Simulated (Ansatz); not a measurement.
Crystal: Ga.

```
CELL_PARAMETERS angstrom
1.38300 -4.02650 0.00000
1.38300 4.02650 0.00000
-0.11745 0.00000 3.32993
ATOMIC_POSITIONS crystal
Ga 0.13100 0.86900 0.75000
Ga 0.86900 0.13100 0.25000
```

This isn't the form of Ga at room conditions, which is orthorhombic.

Below is the output of Ansatz 0.2.0 for this cell. Logs are shortened: lines on timing, memory, paths and dates and some standing lists are left out, and cuts for length are marked.

```text
Warning: RAYON_NUM_THREADS=1 ignored (pool sized by the plan → 1); use --threads N
Ga: projections on atomic orbitals take those of the free atom 1s2 2s2 2p6 3s2 3p6 3d10 4s2 4p1, of charge +0.00 (hamiltonian.pseudopotentials.projection_atoms)
LAPW: plane waves up to 8.195 Å⁻¹, error target 1.0e-3 eV per atom; small_component_spin mean_spin; Ga in spheres of 1.344 Å, 21 of its electrons in bands, Dirac shells [] (how accurate: hamiltonian.pseudopotentials.lapw.basis_error, Limitations)
Engine: ansatz 0.2.0, aarch64-unknown-linux-gnu
Pseudopotentials: kind: all_electron
Pseudopotential: Ga, LAPW, valence charge 21, lapw/all_electron/scalar/gaussian/Ga, Koelling and Harmon's equation, gaussian nucleus
Functional definition: PBEsol
  exchange = pbesol_x
  correlation = pbesol_c
Crystal: 2 atoms, lattice volume = 37.086 Å³
Basis set: ecut = 255.86863673685727 eV, 357 PW (Γ), FFT grids on a1+a2, a2, a3, exchange–correlation at level 2
Bands: 26, of which v1, the nominal top of the filled ones, is band 21 counted from 1 (20 counted from 0)
Symmetry: 4 space group operations
Space group: C2/c (ITA 15), of the structure as read, at distance tolerance 3.3e-5 Å
k-points: 227 of 800
Non-local potential: Ga, projectors of the file, none
Initial density: superposition of atomic densities (chi_scale 0.1, normalization cell)
Initial wavefunctions: plane waves of lowest kinetic energy (no species holds an atomic orbital)
Functional: x = pbesol(κ = 0.804, μ = 0.12345679012345678), c = pbesol(β = 0.046)
iter 1 solved again at ethr=8.53e-5 eV; its pass at ethr=1.00e-1 eV (dr2=3.58e-2 eV) is discarded
SCF iter   1: F=—  HF=-105720.143572 eV  |F-HF|=—  |Δ(HF+E_count)|=         —  Δρ=1.26e-2  dr2=3.59e-2  ethr=8.53e-5  ⟨swp⟩=3.0  Hψ=39745  notcnv=0
preconditioner: auto → Kerker (q_TF=auto, 2.785 Å⁻¹)  [metal: Δε(μ)=0.012 eV  Ē_g=17.590 eV  σ=0.050 eV  W_gap=0.06  n_scr=12 (ndim 8)  ℏωp=31.1 eV  f_vac=0.000  D(μ)=0.69/eV (n_scr^D=2)]
SCF iter   2: F=—  HF=-105720.076903 eV  |F-HF|=—  |Δ(HF+E_count)|=   6.67e-2  Δρ=7.31e-3  dr2=1.40e-2  ethr=8.53e-5  ⟨swp⟩=2.0  Hψ=17706  notcnv=0
SCF iter   3: F=—  HF=-105720.063916 eV  |F-HF|=—  |Δ(HF+E_count)|=   1.30e-2  Δρ=5.44e-3  dr2=8.07e-3  ethr=3.34e-5  ⟨swp⟩=2.0  Hψ=16613  notcnv=0
SCF iter   4: F=—  HF=-105720.062204 eV  |F-HF|=—  |Δ(HF+E_count)|=   1.71e-3  Δρ=3.05e-3  dr2=2.72e-3  ethr=1.92e-5  ⟨swp⟩=2.0  Hψ=16613  notcnv=0
iter 5 solved again at ethr=4.05e-7 eV; its pass at ethr=6.48e-6 eV (dr2=1.70e-4 eV) is discarded
SCF iter   5: F=—  HF=-105720.061883 eV  |F-HF|=—  |Δ(HF+E_count)|=   3.21e-4  Δρ=7.26e-4  dr2=1.70e-4  ethr=4.05e-7  ⟨swp⟩=2.0  Hψ=28686  notcnv=0
SCF iter   6: F=—  HF=-105720.061867 eV  |F-HF|=—  |Δ(HF+E_count)|=   1.54e-5  Δρ=8.83e-5  dr2=3.02e-6  ethr=4.04e-7  ⟨swp⟩=2.0  Hψ=16613  notcnv=0
SCF iter   7: F=-105720.061867 eV  HF=-105720.061867 eV  |F-HF|=3.12e-8  |Δ(HF+E_count)|=   3.28e-7  Δρ=1.15e-5  dr2=8.39e-8  ethr=7.19e-9  ⟨swp⟩=2.0  Hψ=16613  notcnv=0
SCF 1 converged in 7 iterations: F = -105720.061867 eV  dr2 = 8.39e-8
SCF converged after 7 iterations
Free energy (F): -105720.061867 eV
Harris-Foulkes:  -105720.061867 eV  (|F-HF|=3.12e-8)
Internal energy: -105720.056093 eV  (E = F + TS)
E sigma→0 (E₀):  -105720.058980 eV
Entropy (-TS):   -0.005774 eV (-2.887 meV/atom)
Fermi energy:    11.826309 eV
--- Per-component energies (eV) ---
  E_band       = -1532.185436
  E_kinetic    = 107786.684062
  E_xc         = -4037.639497
  E_electrostatic = -209469.100658  (all electrons and nuclei)
  E_smearing   = -0.005774  (= −TS)
  E_closure    = 0.000000  (closes the sum)
  E_atoms      = -105713.412254  (free atoms, spherical and without spin; not in F)
  Σ components = -105720.061867   (vs F -105720.061867, Δ=0.00e0)
  Basis errors (estimates in eV, not in F): energy 3.3e-4 per atom: plane waves 2.9e-4 (1.6e-4 summed), levels above the bands 5.4e-62, relativity 3.0e-9, radial functions 3.6e-5, core shells 1.4e-10; eigenvalues (radial functions only) 3.4e-6; not estimated: angular momenta, meshes, grids; target (lapw.basis_error) 1.0e-3; muffin-tin radii Ga 1.344 Å
--- Forces (eV/Å), atoms counted from 1 ---
  atom   1  Ga     0.00000000    -0.19649821     0.00000000
  atom   2  Ga    -0.00000000     0.19649821    -0.00000000
  max |Σ_I F_I| component: 2.78e-17 eV/Å
--- Stress (GPa, compression-positive) ---
       -1.296750       0.000000       0.424259
        0.000000      -1.790572      -0.000000
        0.424259      -0.000000      -2.715045
  P = ⅓ Tr σ = -1.9341 GPa (-19.341 kbar)
--- Band table (eV; the first three rows and the last of 227) ---
  k-point 0: bands = ["-131.5518", "-131.5509", "-82.4672", "-82.4625", "-82.4471", "-82.4461", "-82.4456", "-82.4395", "-3.2669", "-3.2572", "-3.2216", "-3.1989", "-2.9213", "-2.9203", "-2.8925", "-2.8877", "-2.8742", "-2.7374", "0.6004", "9.7392", "10.2060", "13.4587", "17.2478", "21.5119", "22.0119", "22.2354"]
  k-point 1: bands = ["-131.5517", "-131.5510", "-82.4671", "-82.4628", "-82.4468", "-82.4461", "-82.4456", "-82.4398", "-3.2775", "-3.2319", "-3.2212", "-3.1751", "-2.9504", "-2.9487", "-2.8790", "-2.8646", "-2.8630", "-2.7625", "0.8153", "9.8122", "9.9909", "12.3383", "19.3264", "20.5036", "20.5961", "21.6988"]
  k-point 2: bands = ["-131.5517", "-131.5511", "-82.4667", "-82.4634", "-82.4461", "-82.4460", "-82.4457", "-82.4406", "-3.2830", "-3.2235", "-3.1739", "-3.1207", "-2.9866", "-2.9838", "-2.8991", "-2.8372", "-2.8340", "-2.8228", "1.4629", "8.0699", "10.7332", "12.1126", "17.9570", "18.1446", "22.2056", "22.8257"]
  k-point 226: bands = ["-131.5513", "-131.5513", "-82.4657", "-82.4657", "-82.4459", "-82.4459", "-82.4427", "-82.4427", "-3.2186", "-3.2186", "-3.1381", "-3.1381", "-2.9392", "-2.9392", "-2.9064", "-2.9064", "-2.8883", "-2.8883", "5.8283", "5.8283", "7.4309", "7.4309", "22.6717", "22.6717", "23.6220", "23.6220"]
--- Löwdin populations: 2 sites ---
  site symbol       q [e]
     0     Ga     30.9868
     1     Ga     30.9868
  spilling = 0.000425 (of n_electrons = 62.000000)
```

Problem. What input gives this log?

Solution. Single point with PBEsol, no spin polarisation. The files as run (others can give the same):

input.yaml
```yaml
crystal:
  lattice:
    - [1.383, -4.0265, 0.0]
    - [1.383, 4.0265, 0.0]
    - [-0.1174474948, 0.0, 3.3299294416]
  atoms:
    - { symbol: Ga, position: [0.131, 0.869, 0.75] }
    - { symbol: Ga, position: [0.869, 0.131, 0.25] }
kpoints:
  mp_grid: { grid: [10, 10, 8] }
scf:
  occupations: { method: fermi_dirac, width: 0.05 }
hamiltonian:
  xc: pbesol
  pseudopotentials: { kind: all_electron, lapw: { basis_error: 0.001 } }
output:
  forces: true
  stress: true
  eigenvalues: true
  populations: true
```

Potentials or basis: all-electron LAPW, scalar-relativistic.
Launch:
```sh
$ ansatz run input.yaml --threads 1 --pin off --max-ram 3072MiB --backend cpu --events-out ev --progress --plain --runs-dir out
```
